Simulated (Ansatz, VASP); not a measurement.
## Two plane-wave programs on C

Contents of POSCAR:

```
C
1.0
    0.0000000000      2.0015836334      3.7807063496
    1.1555922435      0.0000000000      3.7807063496
    1.1555922435      2.0015836334      0.0000000000
C
2
Direct
    0.1666700000      0.8333300000      0.1666700000
    0.8333300000      0.1666700000      0.8333300000
```

File INCAR.step1:

```
SYSTEM = C
PREC = Accurate
ENCUT = 520
ISMEAR = 0
SIGMA = 0.05
LREAL = .False.
LASPH = .True.
NELM = 100
NBANDS = 11
GGA = PE
ALGO = Normal
EDIFF = 1E-4
LWAVE = .True.
LCHARG = .False.
```

INCAR.step2

```
SYSTEM = C
PREC = Accurate
ENCUT = 520
EDIFF = 1E-6
ISMEAR = 0
SIGMA = 0.05
LREAL = .False.
LASPH = .True.
NELM = 100
ALGO = Normal
ISIF = 2
LWAVE = .False.
LCHARG = .False.
METAGGA = R2SCAN
LMIXTAU = .True.
NBANDS = 11
ISTART = 1
```

The input KPOINTS:

```
Automatic mesh
0
Gamma
  14 14 14
  0 0 0
```

Input for Ansatz:

```yaml
crystal:
  lattice:
    - [0.0, 2.0015836334, 3.7807063496]
    - [1.1555922435, 0.0, 3.7807063496]
    - [1.1555922435, 2.0015836334, 0.0]
  atoms:
    - { symbol: C, position: [0.16667, 0.83333, 0.16667] }
    - { symbol: C, position: [0.83333, 0.16667, 0.83333] }
basis:
  ecutwfc: 500
kpoints:
  mp_grid: { grid: [14, 14, 14] }
hamiltonian:
  xc: r2scan
scf:
  occupations: { method: gaussian, width: 0.05 }
output:
  forces: true
  stress: true
  eigenvalues: true
```

Alike in both runs: task single point; functional r2SCAN; k mesh 14 × 14 × 14; occupations gaussian, width 0.05 eV; no spin polarisation.

|  | VASP | Ansatz |
| --- | --- | --- |
| version | VASP 6.6.1 | Ansatz 0.2.0 |
| potentials or method | VASP PAW PBE potentials, release 64 (C) | scalar-relativistic, plane waves, PAW |
| plane-wave cutoff (eV) | 520 | 500 |
| valence electrons in the cell | 8 | 8 |

|  | VASP | Ansatz | Ansatz less VASP |
| --- | --- | --- | --- |
| gap on the k mesh at the Fermi level (eV) | 1.09 | 1.09 | -0.001 |
| least direct gap on the mesh (eV) | 1.20 | 1.20 | -0.001 |
